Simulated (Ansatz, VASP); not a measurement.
# Si in VASP and in Ansatz

INCAR

```
SYSTEM = Si
ALGO = Normal ; EDIFF = 1E-7
ENCUT = 520 ; GGA = PE
ISIF = 2 ; ISMEAR = 0
IVDW = 12 ; LASPH = .TRUE.
LCHARG = .FALSE. ; LREAL = .FALSE.
LWAVE = .FALSE. ; NBANDS = 8
NELM = 100 ; PREC = Accurate
SIGMA = 0.15
```

The input KPOINTS:

```
k-points
0
G
  28 28 28
  0 0 0
```

Contents of POSCAR:

```
Si
1.0
    0.0000000000      1.8530074317      1.9480334539
    1.8530074317      0.0000000000      1.9480334539
    1.8530074317      1.8530074317      0.0000000000
Si
1
Direct
    0.0000000000      0.0000000000      0.0000000000
```

Input for Ansatz:

```yaml
crystal:
  lattice:
    - [0.0, 1.8530074317, 1.9480334539]
    - [1.8530074317, 0.0, 1.9480334539]
    - [1.8530074317, 1.8530074317, 0.0]
  atoms:
    - { symbol: Si, position: [0.0, 0.0, 0.0] }
basis:
  ecutwfc: 420
kpoints:
  mp_grid: { grid: [28, 28, 28] }
hamiltonian:
  xc: pbe
  dispersion: d3bj
scf:
  occupations: { method: gaussian, width: 0.15 }
output:
  forces: true
  stress: true
  eigenvalues: true
  write_density: true
  write_potential: true
  elf: true
  volumetric_format: npy
```

Change from the starting cell: strain -0.025 along x and y, +0.025 along z, atoms carried along.

Alike in both runs: task single point; functional PBE; dispersion D3(BJ); k mesh 28 × 28 × 28; occupations gaussian, width 0.15 eV; no spin polarisation.

|  | VASP | Ansatz |
| --- | --- | --- |
| version | VASP 6.6.1 | Ansatz 0.2.0 |
| potentials or method | VASP PAW PBE potentials, release 64 (Si) | scalar-relativistic, plane waves, PAW |
| plane-wave cutoff (eV) | 520 | 420 |
| valence electrons in the cell | 4 | 4 |

```tsv
	VASP	Ansatz	Ansatz less VASP
gap on the k mesh at the Fermi level (eV)	none	none	-
pressure (GPa)	2.0	2.1	+0.05
largest component of the traceless stress (GPa)	0.14	0.15	+0.007
```

A gap of «none» marks a metal or a gap that the smearing closes.

Caveats: pairwise dispersion overbinds metals, which lowers pressure and volume.
